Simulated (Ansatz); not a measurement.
**MoS2 under uniaxial strain: field gradients at the nuclei**

Cell: a structure deposited in the COD, its atoms then relaxed with PBE in this cell.

```xyz
3
Lattice="1.5815 0.9131 6.1233 -1.5815 0.9131 6.1233 0.0000 -1.8262 6.1233" Properties=species:S:1:pos:R:3 pbc="T T T"
Mo    0.0000    0.0000   -0.0001
S     0.0000    0.0000    4.5612
S     0.0000    0.0000    7.6862
```

Atom numbers follow the list; atoms alike are taken as one site, whose name carries the number of the first.

All values are calculated (Ansatz; DFT, PBE, plane waves and PAW, scalar-relativistic, collinear spin, 420 eV cutoff, Γ-centred 16×16×16 k-points, Fermi–Dirac smearing 0.02 eV), not measured. Start moments as typed (μB): 2 on each Mo, none on the rest.

The cell is stretched along z (the third Cartesian axis of the run's cell), x and y held, and the ions relax again each time.

| strain along z (%) | Mo: V along z (10²¹ V/m²) | S2: V along z (10²¹ V/m²) | S3: V along z (10²¹ V/m²) |
| --- | --- | --- | --- |
| -3 | -7.50 | -5.22 | -4.92 |
| -2 | -7.46 | -5.25 | -5.00 |
| -1 | -7.42 | -5.28 | -5.07 |
| 0 | -7.41 | -5.32 | -5.14 |
| +1 | -7.38 | -5.34 | -5.19 |
| +2 | -7.36 | -5.37 | -5.23 |
| +3 | ? | ? | ? |

(1) Estimate the row at +3 % from the others.

## Answers

(1) Mo: -7.36; S2: -5.39; S3: -5.28. Worked for Mo: a straight line through the other 6 rows has a slope of 0.027 × 10²¹ V/m² per per cent of strain and gives -7.33 at +3 %, against -7.36 from the run; the response is too small for these digits to tell its shape. Worked for S2: a straight line through the other 6 rows has a slope of -0.030 × 10²¹ V/m² per per cent of strain and gives -5.40 at +3 %, against -5.39 from the run; the response is too small for these digits to tell its shape. For 33S that is 0.050 MHz of C_Q per per cent.

Without spin–orbit coupling (the program notes it for Mo) the gradients can shift somewhat, as the gap is small. The start moments die out, and the run ends without spin.
